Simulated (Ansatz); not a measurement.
Energy, volume and coordination in Mg2GeN3

Theory: Ansatz, DFT PBE, scalar-relativistic, plane waves, PAW. All cells share a 420 eV cutoff and Γ-centred k meshes spaced at most about 0.3 Å⁻¹ (about 0.25 or finer for metals, 2π included). No spin polarisation.

These are static total energies at zero pressure. Rows are sorted by volume; energies count from the lowest form computed. Coordination counts N atoms around Ge and Mg (those within 1.25 times the shortest such distance or 1.15 times the sum of covalent radii, 1.27 where that leaves under three; a plus sign parts nearer from farther groups; a slash parts the counts of unlike sites).

| row | form | source | atoms | coordination | V (Å³/atom) | gap on mesh (eV) | ΔE (meV/atom) |
| --- | --- | --- | --- | --- | --- | --- | --- |
| 1 | C2/m | invented | 12 | Mg 6, Ge 6 | 10.0 | 0 | 103 |
| 2 | P-3m1 | invented | 6 | Mg 6, Ge 6 | 10.1 | 0 | 118 |
| 3 | R-3m | invented | 6 | Mg 3+3, Ge 6 | 10.5 | 0 | ? |
| 4 | P3m1 | invented | 6 | Mg 3/3+3, Ge 1+3 | 11.7 | 0 | 279 |
| 5 | Cmc2_1 | invented | 12 | Mg 4, Ge 4 | 12.5 | 0 | 0 |
| 6 | Imm2 | invented | 6 | Mg 4, Ge 4 | 12.5 | 0 | 27 |

The cell of row 3:

```
Mg Ge N
1.0
     1.51177    0.87282    7.93717
    -1.51177    0.87282    7.93717
     0.00000   -1.74564    7.93717
Mg Ge N
2 1 3
Direct
  0.11508 0.11508 0.11508
  0.88492 0.88492 0.88492
  0.00000 0.00000 0.00000
  0.37959 0.37959 0.37959
  0.62041 0.62041 0.62041
  0.50000 0.50000 0.50000
```

Question: Estimate the missing energy, and say where the row ranks.

Answer: 276 meV/atom, which puts it above row 2 and level, within the accuracy, with row 4. Counting N atoms around Ge and Mg, row 3 has Mg 3+3, Ge 6 and the lowest form (row 5) has Mg 4, Ge 4.

An observed structure of this formula, if there is one, may be missing.

The k mesh leaves some 4 meV/atom of noise in the energy of each metallic cell. Weakly bound directions are ill-defined at this level, which has no dispersion term (P3m1), and this can change margins and order among such cells. In Imm2, P-3m1, R-3m, P3m1 an odd number of electrons in the primitive cell allows no gap without spin; a larger cell or a magnetic state could open one. Cells relaxed within their symmetry can be saddle points. Some types were kept out of the candidates beforehand, so the set may lack a known form.
